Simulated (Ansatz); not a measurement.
## An elastic constant from a strain scan in SiC

All numbers below come from Ansatz, DFT PBE, scalar-relativistic, plane waves, PAW. The runs took a 420 eV cutoff, a Γ-centred 12×12×4 mesh and Gaussian smearing (0.05 eV). No spin polarisation. Energies are free energies at this smearing, counted from the undisturbed cell; pressure is positive in compression.

The undisturbed cell (relaxed at this level):

```
CELL_PARAMETERS angstrom
3.09412 0.00000 0.00000
-1.54706 2.67959 0.00000
0.00000 0.00000 10.12934
ATOMIC_POSITIONS crystal
Si 0.66667 0.33333 0.93784
Si 0.33333 0.66667 0.43784
Si 0.00000 0.00000 0.68790
Si 0.00000 0.00000 0.18790
C 0.66667 0.33333 0.74981
C 0.33333 0.66667 0.24981
C 0.00000 0.00000 0.50045
C 0.00000 0.00000 0.00045
```

The cell is strained by ε times the Voigt pattern (0, 0, 0, 1, 0, 0) (xx, yy, zz, yz, xz, xy; engineering shear) with fractional coordinates fixed. The cell holds 8 atoms in V0 = 83.98 Å³. The stress column is τ = (1/V0) dE/dε, got from the stress tensor σ (compression positive) at each point as −det(1 + εP) σ : P(1 + εP)⁻¹, with P the pattern as a tensor.

```
      ε  ΔE (meV/atom)  τ (GPa)
-0.0525         15.134   -8.799
-0.0450         11.118   -7.542
-0.0375          7.721   -6.285
-0.0300          4.940   -5.028
-0.0225          2.780   -3.771
-0.0150          1.232   -2.514
-0.0075          0.307   -1.257
 0.0000          0.000    0.000
 0.0075          0.307    1.257
 0.0150          1.232    2.514
 0.0225          2.780    3.771
 0.0300          4.940    5.028
 0.0375          7.721    6.285
 0.0450         11.118    7.542
 0.0525         15.134    8.799
 0.0600              ?        ?
```

Which combination of elastic constants does this scan measure, and how large is it?

For small ε, τ = τ0 + Kε with K = pᵀCp, which for this pattern is C44 in the Cartesian frame shown. The parabola through τ at ε = -0.0075, 0 and 0.0075 has slope K = 168 GPa at zero. The energies per cell, E = NΔE, of the same two points give K = 2[E(ε₊)/ε₊ − E(ε₋)/ε₋]/[(ε₊ − ε₋)V0] = 166 GPa, in agreement. These are clamped-ion values.

Predict the withheld row at ε = 0.0600 from the harmonic law, and compare.

ΔE = V0(τ0 ε + Kε²/2)/N = 19.768 meV/atom and τ = 10.06 GPa. The calculation gives 19.765 meV/atom and 10.06 GPa, a miss of 0.01 meV/atom at most, so the harmonic law still holds here.

Forces appear on the atoms along this scan, and letting them relax would lower the energy and soften the response.

Cost: 9 runs of about 1.8 core-minutes in all, on Intel Xeon 6975P-C (Granite Rapids) (shared hosts).